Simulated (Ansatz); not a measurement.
# Screening in BaTiO3 (Pm-3m), part 2 of 2

How strongly does BaTiO3 (Pm-3m) screen? Routes: perturbation theory, a sum over states and the RPA step of G0W0.

Ansatz 0.2.0; linear response on PBE, plane waves, PAW. Known limits of the many-body steps: not at the basis limit; no spin-orbit coupling; coarse k mesh.

So far. Step 2 (Response to a homogeneous field): One over ε∞ averages 0.15, under the quarter of exact exchange in PBE0, which by this rule of thumb may open the gap too far. Step 3 (Independent-particle spectrum): The sum gives ε∞ = 6.84 without local fields.

## Step 4: RPA screening from the G0W0 run

G0W0 replaces the xc potential by the self-energy, built once from these orbitals. Only a window of levels is corrected, while the sums run over the empty bands that the input names.

This step: G0W0 on PBE, plane waves, PAW.

Input file input.yaml:

```yaml
crystal:
  lattice:
    - [4.006, 0.0, 0.0]
    - [0.0, 4.006, 0.0]
    - [0.0, 0.0, 4.006]
  atoms:
    - { symbol: Ba, position: [0.5, 0.5, 0.5] }
    - { symbol: Ti, position: [0.0, 0.0, 0.0] }
    - { symbol: O, position: [0.5, 0.0, 0.0] }
    - { symbol: O, position: [0.0, 0.5, 0.0] }
    - { symbol: O, position: [0.0, 0.0, 0.5] }
kpoints:
  mp_grid: { grid: [4, 4, 4] }
hamiltonian:
  xc: pbe
  pseudopotentials: { kind: paw, azcp: { folder: "./paw" } }
scf:
  occupations: { method: fixed }
gw:
  n_empty_bands: 509
  ecut_chi: 230.0
  qp_bands: [v2, c2]
  qp_kpoints: band_edges
  screening: { model: contour_deformation }
```

The run is started by

```console
$ ansatz run input.yaml --threads 3 --pin off --max-ram 92160MiB --backend cuda --events-out ev --progress --plain --runs-dir out --devices 1 --max-vram 13GiB
```

Numbers of over 12 decimals in the logs are rounded to 6 here.

The program printed:

```text
GPUs: using 1 of 1 available (devices: 1).
[...]
GPU FFT provider: cuFFT
GPU libraries: cuBLAS 13.8.2, cuFFT 12.4.0, cuSOLVER 12.3.4
Crystal: 5 atoms, lattice volume = 64.288 Å³
Basis set: ecut = 420 eV, 1237 PW (Γ)
Bands: 25, of which v1, the nominal top of the filled ones, is band 20 counted from 1 (19 counted from 0)
Symmetry: 48 space group operations
[...]
k-points: 10 of 64
[...]
1    22     12.9724   -14.1585    -6.6994   -21.7815  0.6995    13.9209    13.8959  root
[...]
9    19     10.2372   -25.8486     4.6000   -20.7734  0.7018     9.7563     9.7620  root
     9    20     10.2372   -25.8486     4.6000   -20.7734  0.7018     9.7563     9.7620  root
     9    21     14.4133   -14.7030    -8.0501   -23.7019  0.6507    15.4019    15.3620  root
     9    22     14.4133   -14.7030    -8.0501   -23.7019  0.6507    15.4019    15.3620  root
[key lines of the parts left out:]
SCF converged after 8 iterations
Free energy (F): -10159.715939 eV
Fermi energy:    10.237247 eV
```

Run time: 27 s. Hardware: 1 × NVIDIA H100 80GB HBM3 (shared by 6 runs) with 3 threads of AMD EPYC 7R13 (Zen 3), shared host; peak memory 1.6 GiB; 14 s of CPU time.

This step gave:

* bands summed: 529
* RPA ε∞ on this mesh (eigenvalues): 6.989, 6.989, 6.989
* plane waves in the screening matrix: 485
* G0W0 gap on the mesh: 3.199 eV
* k of the valence top: -0.5, -0.5, -0.5
* k of the conduction bottom: 0, 0, 0
* starting gap on the mesh: 1.791 eV
* least direct G0W0 gap on the computed points: 3.323 eV

The gap on the mesh goes from 1.79 eV to 3.20 eV, a correction of +1.41 eV. Between the two edge states, bare exchange in place of the xc potential would open the gap by 12.73 eV, and correlation takes back 11.32 eV.

Mean over the mesh in bins of 0.25 1/Å. The static inverse dielectric function, diagonal by length of q+G:

```
length of q+G (Å⁻¹)  static inverse dielectric function, diagonal
               0.50                                         0.215
               0.72                                         0.266
               0.96                                         0.321
               1.25                                         0.399
               1.52                                         0.468
               1.75                                         0.523
               2.03                                         0.587
               2.26                                         0.634
               2.49                                         0.679
               2.75                                         0.723
               2.99                                         0.759
               3.26                                         0.792
               3.51                                         0.818
               3.73                                         0.838
               4.00                                         0.859
               4.25                                         0.876
               4.50                                         0.891
               4.77                                         0.906
               5.01                                         0.918
               5.25                                         0.929
               5.50                                         0.938
               5.74                                         0.946
               6.00                                         0.954
               6.25                                         0.961
               6.50                                         0.966
               6.76                                         0.972
               7.01                                         0.976
               7.26                                         0.980
               7.51                                         0.983
               7.70                                         0.985
```

## Step 5: The values together

Times are wall times on 1 × NVIDIA H100 80GB HBM3 (shared by 6 runs) with 3 threads of AMD EPYC 7R13 (Zen 3), shared host, good to a factor of about two.

```
                                          method                            mesh  ε∞, low  middle  high  mean  time
perturbation theory (local fields and xc kernel)  6×6×6 (response on 512 points)     6.69    6.69  6.69  6.69  38 s
               sum over states (no local fields)                           6×6×6     6.84    6.84  6.84  6.84  28 s
           RPA with local fields, on the GW mesh                           4×4×4     6.99    6.99  6.99  6.99  27 s
```

## Step 6: Summary of results

```
perturbation theory (local fields and xc kernel) : 6.69, 6.69, 6.69
sum over states (no local fields)                : 6.84, 6.84, 6.84
RPA with local fields, on the GW mesh            : 6.99, 6.99, 6.99
```

What this shows: Mean Born effective charge: Ba1 2.76, Ti2 7.38, O3 -3.38 e. Distinct peaks of the ε₂, xx=yy=zz stand at 4.1, 8.8 and 19.0 eV; the one at 4.1 eV is strongest. The loss function, xx=yy=zz has a distinct peak at 13.2 eV. The sum without local fields gives 6.84 in the mean against 6.69 by perturbation theory; local fields lower ε∞ and the xc kernel gives part of it back, though the sum also carries the error of its own mesh. The RPA values on the 4×4×4 mesh average 1.04 times those of perturbation theory (means 6.99 and 6.69). Without the xc kernel RPA should lie a little lower; it lies higher here. Perturbation theory sums its response on a denser mesh of its own, so the coarser sum of the GW run is the likely cause. PBE usually puts the gap too low, which tends to raise ε∞. Ions are clamped, so the lattice part of the static constant is not in these numbers.

[Paths, hosts, dates, memory and timing lines, banners, echoed tables and standing remarks are left out of the program output.]

[Logs are printed without paths, hosts, clocks, repeated set-up lines and the standing remarks that a program may print on its own settings, such as how far it seeks lower states.]

[Runs of the session that timed out or met a known fault of the program may be left out.]

[Cells called generated may have been cut or substituted from an entry of the Crystallography Open Database or the Materials Project.]

[Hosts, paths, dates, database ids (printed as entryN), source tags and the programs' standing remarks are cut or masked in the printed files.]
